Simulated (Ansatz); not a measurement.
Wanted: the native input for an Ansatz 0.2.0 run.

```yaml
Task: relaxation of cell and atoms
Functional: PBEsol
Potentials_or_basis: all-electron LAPW, scalar-relativistic
Basis_error_allowed: 0.002 eV/atom
k_mesh: 9 × 9 × 5
Occupations: fermi-dirac, width 0.05 eV
Spin: no spin polarisation
Target_pressure: 10 GPa
```

Crystal: CuO.

```xyz
4
Lattice="1.9910 -2.1536 0.0000 1.9910 2.1536 0.0000 0.0000 0.0000 5.1559" Properties=species:S:1:pos:R:3 pbc="T T T"
Cu    0.9955   -1.0768    0.0000
Cu    0.9955    1.0768    2.5780
O     1.9910    0.0000    1.2890
O     1.9910    0.0000    3.8669
```

Measurements of this composition are mostly on another form, of space group No. 15.

These files were run (other wordings do the same):

input.yaml

```yaml
crystal:
  lattice:
    - [1.990968, -2.15355, 0.0]
    - [1.990968, 2.15355, 0.0]
    - [0.0, 0.0, 5.155928]
  atoms:
    - { symbol: Cu, position: [0.5, 0.0, 0.0] }
    - { symbol: Cu, position: [0.0, 0.5, 0.5] }
    - { symbol: O, position: [0.5, 0.5, 0.25] }
    - { symbol: O, position: [0.5, 0.5, 0.75] }
kpoints:
  mp_grid: { grid: [9, 9, 5] }
scf:
  occupations: { method: fermi_dirac, width: 0.05 }
hamiltonian:
  xc: pbesol
  pseudopotentials: { kind: all_electron, lapw: { basis_error: 0.002 } }
output:
  forces: true
  stress: true
relax:
  f_tol: 0.02
  max_steps: 60
  cell: { p_target: 10 }
```

Potentials or basis: all-electron LAPW, scalar-relativistic.

Launch:

```bash
$ ansatz run input.yaml --threads 2 --pin off --max-ram 8192MiB --backend cpu --events-out ev --progress --plain --runs-dir out
```

Results of the run:

```yaml
Relaxed_volume: 10.04 Å³/atom
Relaxed_cell: a = 2.814 Å, b = 2.814 Å, c = 5.089 Å, α = 90.00°, β = 90.00°, γ = 95.08°
Space_group_after_relaxing_to_0.05_Å: Cccm (No. 66)
Energy_change_on_relaxing_the_enthalpy_is_what_falls: +10.3 meV/atom
Ionic_steps: 6
Pressure_after_relaxing: 10.0 GPa
```

Caveat: the run has no spin polarisation, though such a crystal can be magnetic.

It took 77 s on 2 threads of Arm Neoverse V2, with other jobs on the host, peak memory 0.67 GiB.
